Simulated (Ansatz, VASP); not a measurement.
**Re: VASP beside Ansatz**

The input INCAR:

```
SYSTEM = Re
PREC     = Accurate       ! precision mode
ENCUT    = 520            ! plane-wave cutoff, eV
EDIFF    = 1E-7           ! SCF threshold, eV
ISMEAR   = -1             ! smearing method
SIGMA    = 0.1            ! smearing width, eV
LREAL    = .False.        ! projectors in reciprocal space
LASPH    = .True.         ! aspherical terms in the spheres
NELM     = 80             ! most SCF steps
ALGO     = Normal         ! electronic algorithm
ISIF     = 2              ! what is computed and relaxed
LWAVE    = .False.        ! write WAVECAR
LCHARG   = .False.        ! write CHGCAR
GGA      = PE             ! functional
NBANDS   = 14             ! bands
```

File KPOINTS:

```
regular mesh
0
Gamma
  12 12 12
  0 0 0
```

The input POSCAR:

```
Re
1.0
    0.0000000000      2.6770157262      2.6770157262
    2.6770157262      0.0000000000      2.6770157262
    2.6770157262      2.6770157262      0.0000000000
Re
2
Direct
   -0.1250000000     -0.1250000000     -0.1250000000
    0.1250000000      0.1250000000      0.1250000000
```

Input for Ansatz:

```yaml
crystal:
  lattice:
    - [0.0, 2.6770157262, 2.6770157262]
    - [2.6770157262, 0.0, 2.6770157262]
    - [2.6770157262, 2.6770157262, 0.0]
  atoms:
    - { symbol: Re, position: [-0.125, -0.125, -0.125] }
    - { symbol: Re, position: [0.125, 0.125, 0.125] }
kpoints:
  mp_grid: { grid: [12, 12, 12] }
scf:
  occupations: { method: fermi_dirac, width: 0.1 }
hamiltonian:
  xc: pbe
  pseudopotentials: { kind: all_electron, lapw: { basis_error: 0.001 } }
output:
  forces: true
  stress: true
  eigenvalues: true
  populations: true
```

Change from the starting cell: volume scaled by 0.85, LAPW.

Alike in both runs: task single point; functional PBE; k mesh 12 × 12 × 12; occupations fermi-dirac, width 0.1 eV; no spin polarisation.

|  | VASP | Ansatz |
| --- | --- | --- |
| version | VASP 6.6.1 | Ansatz 0.2.0 |
| potentials or method | VASP PAW PBE potentials, release 64 (Re) | all-electron LAPW, scalar-relativistic |
| plane-wave cutoff (eV) | 520 | see its input |

```tsv
	VASP	Ansatz	Ansatz less VASP
pressure (GPa)	36.8	40.4	+3.62
```

Ansatz ran all-electron here, so the differences hold the error of VASP's frozen core and of both bases.

Caveats: so large a pressure means that the cell lies far from this level's equilibrium, or that cutoff or potentials fall short (VASP). Spin-orbit coupling is left out, which matters for the levels of Re.
